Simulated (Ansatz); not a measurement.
SrTiO$_{3}$ under pressure: fit and missing row

SrTiO$_{3}$, Pm-3m, a = 3.918 Å. The structure is a Materials Project entry; whether it is the stable form wasn't checked. Ansatz: r2SCAN+U, PAW, 500 eV, Γ-centred 6×6×6 mesh on 5 atoms, Gaussian smearing 0.02 eV; U_eff Ti 4.00 eV; no spin polarisation. Cell and atoms are relaxed at each pressure, and no other structure is tried, so the rows at high pressure may lie past a change of phase.

```
V (Å³/atom) P (GPa)
          ?    60.00
     10.637    29.93
     11.225    14.99
     11.565     8.00
     11.844     3.00
     12.026     0.04
     12.230    -2.99
```

Question: Take V0 = 12.026 Å³/atom, count pressures from its P0 = 0.04 GPa, fit the third-order Birch–Murnaghan form to the other rows, and predict the missing volume.

Answer: With the Eulerian strain f = ½[(V0/V)^(2/3) − 1] and y = (P − P0)/[3f(1 + 2f)^(5/2)], the form is the line y = B0 + 1.5 B0 (B0′ − 4) f. Rows (f, y): 0.04263, 190.5; 0.02351, 189.0; 0.01320, 188.3; 0.00511, 188.2; -0.00558, 186.2. Means f = 0.01577, y = 188.44; Σ(Δf)² = 0.001357, ΣΔfΔy = 0.1104; the slope is their ratio. y = 187.2 + 81.34 f GPa, so B0 = 187.2 GPa and B0′ = 4 + 2 × (81.34)/(3 × 187.2) = 4.29. P = 60.00 GPa is met at f = 0.07345 (y = 193.17), so V = V0 (1 + 2f)^(−3/2) = 9.791 Å³/atom. The run gave 9.787 Å³/atom, so the fit is 0.004 Å³/atom too high, a small miss on the scale of the series. The form still works here, 91 % of the fitted range beyond its end.

Symmetry holds off the tilts and polar distortions that many cubic perovskites undergo.